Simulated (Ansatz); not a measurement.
# Ti (P6/mmm) in Ansatz: a series of runs

Aim: see how the results for Ti move with the level of theory and the settings. Levels: LDA, r2SCAN. Tasks: phonons, band structure.

Everything below comes from runs of Ansatz 0.2.0. Logs are shortened: lines on timing, memory, paths and dates and some standing lists are left out, and cuts for length are marked.

## 1. The structure

The structure is hexagonal, space group P6/mmm (No. 191). Conventional cell: a = 4.567 Å, b = 4.567 Å, c = 2.826 Å, α = 90.00°, β = 90.00°, γ = 120.00°. Ti (site symmetry -6m2) is surrounded by 11 Ti at 2.64 to 2.99 Å. Ti (site symmetry 6/mmm) is surrounded by 14 Ti at 2.83 to 2.99 Å.

This isn't the form of Ti at room conditions, which is hcp.

## 2. Phonons, LDA

input.yaml reads:

```yaml
crystal:
  lattice:
    - [4.5673748306, 0.0, 0.0]
    - [-2.2836874153, 3.9554626319, 0.0]
    - [0.0, 0.0, 2.82624427]
  atoms:
    - { symbol: Ti, position: [0.6666666667, 0.3333333333, 0.5] }
    - { symbol: Ti, position: [0.3333333333, 0.6666666667, 0.5] }
    - { symbol: Ti, position: [0.0, 0.0, 0.0] }
hamiltonian:
  xc: lda
  pseudopotentials: { kind: paw }
kpoints:
  mp_grid: { grid: [5, 5, 7] }
scf:
  occupations: { method: fermi_dirac, width: 0.05 }
phonons:
  method: dfpt
```

Potentials or basis: Ansatz PAW.

On the command line:

```bash
$ ansatz run input.yaml --threads 2 --pin off --max-ram 5632MiB --backend cpu --events-out ev --progress --plain --runs-dir out
```

Standard output:

```text
Warning: RAYON_NUM_THREADS=2 ignored (pool sized by the plan → 2); use --threads N
zone centre: on kpoints.mp_grid the ground state, and the responses unless they are solved on pairs of k-points, stand on 36 of the mesh's 175 k-points, reduced under 4 symmetry operations, with k and −k counted as one. Each operation leaves every solved displacement unchanged or reverses it
Engine: ansatz 0.2.0, aarch64-unknown-linux-gnu
Pseudopotentials: kind: paw
Pseudopotential: Ti, paw, valence charge 12, recommended cutoff 420 eV (normal), Ti.paw.azcp
Functional definition: SPW92
  exchange = slater_x
  correlation = pw_c
Crystal: 3 atoms, lattice volume = 51.059 Å³
Basis set: ecut = 420 eV, 975 PW (Γ), exchange–correlation on 64×64×40 points (8 copies of the dense FFT grid, shifted against one another)
Bands: 22, of which v1, the nominal top of the filled ones, is band 18 counted from 1 (17 counted from 0)
Symmetry: 24 space group operations
k-points: 36 of 175 (irreducible under 4 space group operations, time reversal used)
Non-local potential: Ti, projectors of the file, l = 0: 3, l = 1: 2, l = 2: 3, l = 3: 1
PAW form: soft (Blöchl's): semilocal exchange-correlation on the pseudo side does not see the compensation charge
PAW frozen core: Ti, regenerated for the run's functional, and the local potential with it (the file was generated under x = pbe(κ = 0.804, μ = 0.2195149727645171), c = pbe(β = 0.06672455060314922))
PAW one-centre angular grid: Ti, 590 points (default); XC on 64 Gauss nodes
Initial density: superposition of atomic densities (neutral atoms: chi_scale 0, normalization atom), corrected by the library's trained network
Initial wavefunctions: pseudopotential atomic-orbital guess
Functional: x = slater, c = lda
SCF iter   1: F=—  HF=-7350.899713 eV  |F-HF|=—  |Δ(HF+E_count)|=         —  Δρ=1.27e-2  dr2=1.07e-1  ethr=1.77e-3  ⟨swp⟩=4.1  Hψ=2787  notcnv=0
preconditioner: auto → none  [metal: Δε(μ)=0.010 eV  Ē_g=2.439 eV  σ=0.050 eV  W_gap=0.05  n_scr=8 (ndim 8)  ℏωp=18.0 eV  f_vac=0.000  D(μ)=3.57/eV (n_scr^D=44)  sad-step TF]
SCF iter   2: F=—  HF=-7350.889229 eV  |F-HF|=—  |Δ(HF+E_count)|=   1.05e-2  Δρ=8.00e-3  dr2=5.28e-2  ethr=2.97e-4  ⟨swp⟩=2.0  Hψ=1193  notcnv=0
SCF iter   3: F=—  HF=-7350.883623 eV  |F-HF|=—  |Δ(HF+E_count)|=   5.61e-3  Δρ=1.29e-3  dr2=1.57e-3  ethr=1.47e-4  ⟨swp⟩=2.0  Hψ=1090  notcnv=0
SCF iter   4: F=—  HF=-7350.883476 eV  |F-HF|=—  |Δ(HF+E_count)|=   1.47e-4  Δρ=3.27e-4  dr2=1.04e-4  ethr=4.35e-6  ⟨swp⟩=2.1  Hψ=1022  notcnv=0
SCF iter   5: F=—  HF=-7350.883463 eV  |F-HF|=—  |Δ(HF+E_count)|=   1.27e-5  Δρ=7.76e-5  dr2=2.98e-6  ethr=2.88e-7  ⟨swp⟩=1.8  Hψ=861  notcnv=0
SCF iter   6: F=—  HF=-7350.883464 eV  |F-HF|=—  |Δ(HF+E_count)|=   7.88e-7  Δρ=2.35e-5  dr2=3.42e-7  ethr=8.27e-9  ⟨swp⟩=2.3  Hψ=1334  notcnv=0
SCF iter   7: F=—  HF=-7350.883464 eV  |F-HF|=—  |Δ(HF+E_count)|=   3.64e-8  Δρ=2.26e-6  dr2=1.48e-9  ethr=9.51e-10  ⟨swp⟩=2.1  Hψ=1003  notcnv=0
SCF iter   8: F=—  HF=-7350.883464 eV  |F-HF|=—  |Δ(HF+E_count)|=  4.01e-10  Δρ=4.17e-7  dr2=6.30e-11  ethr=4.11e-12  ⟨swp⟩=2.0  Hψ=1377  notcnv=0
SCF iter   9: F=-7350.883464 eV  HF=-7350.883464 eV  |F-HF|=9.09e-13  |Δ(HF+E_count)|=  1.00e-11  Δρ=7.06e-8  dr2=1.37e-12  ethr=1.00e-12  ⟨swp⟩=5.0  Hψ=3023  notcnv=0
SCF 1 converged in 9 iterations: F = -7350.883464 eV  dr2 = 1.37e-12
DFPT response loops at Γ: preconditioner auto → Kerker (q_TF=auto, 2.574 Å⁻¹) (partly filled bands, converged f_vac=0.000); β = 1.00, the filter's whole step (`scf.mixing.beta` (0.50) is not read by the response loops under this deck's `scf.mixing.preconditioner`; to damp them name `kerker` or `kerker_dos`, under which they read `scf.mixing.beta`, and type it under 1.00, their step now; both keys bind the ground state too); Broyden in place of MSR1
SCF converged after 9 iterations
Free energy (F): -7350.883464 eV
Harris-Foulkes:  -7350.883464 eV  (|F-HF|=9.09e-13)
Internal energy: -7350.853793 eV  (E = F + TS)
E sigma→0 (E₀):  -7350.868628 eV
Entropy (-TS):   -0.029671 eV (-9.890 meV/atom)
Fermi energy:    13.241435 eV
--- Per-component energies (eV) ---
  E_band       = -464.489181
  E_kinetic    = 817.690496
  E_local      = -2427.274567  (includes V_loc(G=0)·N_el)
  E_nonlocal   = 36.603466
  E_hartree    = 994.353407
  E_xc         = -289.842862
  E_vxc        = -364.739018  (∫ρ·V_xc dr)
  E_paw        = -2997.249838  (= ΣΔE_a)
  E_vpaw       = -515.476612  (= ΣTr[D̂ρ^β])
  E_aug_tail   = 0.000301  (compensation charges beyond the density's cutoff)
  E_ewald      = -3486.112046
  E_core_change = 0.977851  (= ΣΔE_core)
  E_smearing   = -0.029671  (= −TS)
  E_closure    = -0.000000  (closes the sum)
  Σ components = -7350.883464   (vs F -7350.883464, Δ=0.00e0)
--- Band table (eV; the first three rows and the last of 36) ---
  k-point 0: bands = ["-42.9910", "-42.7257", "-42.5508", "-19.6321", "-19.6321", "-19.5266", "-19.5266", "-19.2224", "-19.0136", "-18.9277", "-18.9039", "-18.9039", "7.2385", "11.3004", "12.5704", "12.5704", "12.6850", "12.6850", "13.2307", "13.9208", "14.5334", "14.5334"]
  k-point 1: bands = ["-42.9773", "-42.7172", "-42.5402", "-19.6127", "-19.6127", "-19.5144", "-19.5144", "-19.3054", "-19.1146", "-19.0118", "-18.9055", "-18.9055", "7.6965", "11.6454", "12.2747", "12.2747", "12.4673", "12.4673", "13.8357", "14.3163", "14.4328", "14.4328"]
  k-point 2: bands = ["-42.9460", "-42.6983", "-42.5164", "-19.5677", "-19.5677", "-19.4870", "-19.4870", "-19.4858", "-19.3402", "-19.1978", "-18.9104", "-18.9104", "8.9287", "11.6638", "11.6638", "12.0182", "12.0182", "12.2277", "14.4278", "14.4278", "14.6839", "14.6839"]
  k-point 35: bands = ["-42.9197", "-42.6413", "-42.5407", "-19.7117", "-19.6485", "-19.5598", "-19.4472", "-19.3694", "-19.3535", "-19.3404", "-19.0116", "-18.8672", "10.7150", "11.1323", "11.6784", "11.9775", "12.1403", "12.5913", "13.6982", "14.1482", "14.1698", "14.7773"]
--- Phonons (Γ-DFPT): 4 representative perturbations + reference, on 36 of 175 k-points (Σ response iterations 11) ---
  k mesh reduced under 4 symmetry operations, with k and −k counted as one. Each operation leaves every solved displacement unchanged or reverses it
  ASR residual: 1.529e-3 → 0.000e0 eV/Å²; symmetrization residual: 2.805e-6 eV/Å²
  ASR residual per site (eV/Å²): 6.23e-4 6.23e-4 1.53e-3
  Γ frequencies (cm⁻¹): 0.00 0.00 0.00 118.92 118.92 129.79 162.64 162.64 210.98
  non-analytic LO–TO correction: not included (Born effective charges unavailable; polar crystals: no LO–TO splitting at Γ)
```

Run time: 11 s. Hardware: 2 threads of Arm Neoverse V2, shared host; peak memory 0.43 GiB.

Results:

```yaml
Free_energy: -7350.8835 eV
Band_gap_on_the_k_mesh: none (metal or under the smearing width)
Highest_phonon_frequency_at_Γ: 211 cm⁻¹
```

Phonon frequencies in cm⁻¹ (negative: imaginary):
```csv
q point,frequencies
"(0.000, 0.000, 0.000)",0 0 0 119 119 130 163 163 211
```

Caveat: the PAW data sets come from PBE, with cores solved anew for the run's functional, which leaves a small shift of forces and pressure.

## 3. Band structure, r2SCAN

input.yaml: that of step 2 with these lines changed.

```diff
@@ -10,9 +10,23 @@
 hamiltonian:
-  xc: lda
+  xc: r2scan
   pseudopotentials: { kind: paw }
 kpoints:
-  mp_grid: { grid: [5, 5, 7] }
+  mp_grid: { grid: [7, 7, 9] }
+  band_path:
+    path:
+      - [[0.0, 0.0, 0.0], [0.5, 0.0, 0.0], [0.3333333333, 0.3333333333, 0.0], [0.0, 0.0, 0.0], [0.0, 0.0, 0.5], [0.5, 0.0, 0.5], [0.3333333333, 0.3333333333, 0.5], [0.0, 0.0, 0.5]]
+      - [[0.5, 0.0, 0.5], [0.5, 0.0, 0.0]]
+      - [[0.3333333333, 0.3333333333, 0.0], [0.3333333333, 0.3333333333, 0.5]]
+    npoints: 14
 scf:
   occupations: { method: fermi_dirac, width: 0.05 }
-phonons:
-  method: dfpt
+  n_extra_bands: 7
+output:
+  forces: true
+  stress: true
+  eigenvalues: true
+  fatbands: false
+  write_density: true
+  write_potential: true
+  elf: true
+  volumetric_format: npy
```

Potentials or basis: Ansatz PAW.

On the command line:

```bash
$ ansatz run input.yaml --threads 2 --pin off --max-ram 5632MiB --backend cpu --events-out ev --progress --plain --runs-dir out
```

Wall time 7.4 s (2 threads of Arm Neoverse V2, shared host); peak memory 0.48 GiB.

The run converged. Its results:

| Property | Result |
| --- | --- |
| Free energy | -7513.1687 eV |
| Pressure | -0.1 GPa |
| Band gap on the k mesh | none (metal or under the smearing width) |

Stress tensor (GPa, compression positive):
```
-0.06  0.00  0.00
 0.00 -0.06  0.00
 0.00  0.00 -0.16
```

Levels at the corners of the path, in eV from the Fermi level:
```tsv
point	band 16	band 17	band 18	band 19	band 20	band 21
Γ	-0.79	-0.77	-0.77	0.03	0.82	1.44
M	-0.42	-0.35	-0.34	0.09	0.64	0.95
K	-0.27	-0.27	-0.10	0.20	0.33	0.33
Γ	-0.79	-0.77	-0.77	0.03	0.82	1.44
A	-1.99	-1.78	-1.78	1.14	1.14	1.39
L	-1.27	-0.85	-0.75	0.46	0.92	0.92
H	-1.26	-1.26	-1.08	0.72	0.72	0.89
A	-1.99	-1.78	-1.78	1.14	1.14	1.39
L	-1.27	-0.85	-0.75	0.46	0.92	0.92
M	-0.42	-0.35	-0.34	0.09	0.64	0.95
K	-0.27	-0.27	-0.10	0.20	0.33	0.33
H	-1.26	-1.26	-1.08	0.72	0.72	0.89
```

Caveat: the PAW data sets come from PBE, with cores solved anew for the run's functional, which leaves a small shift of forces and pressure.
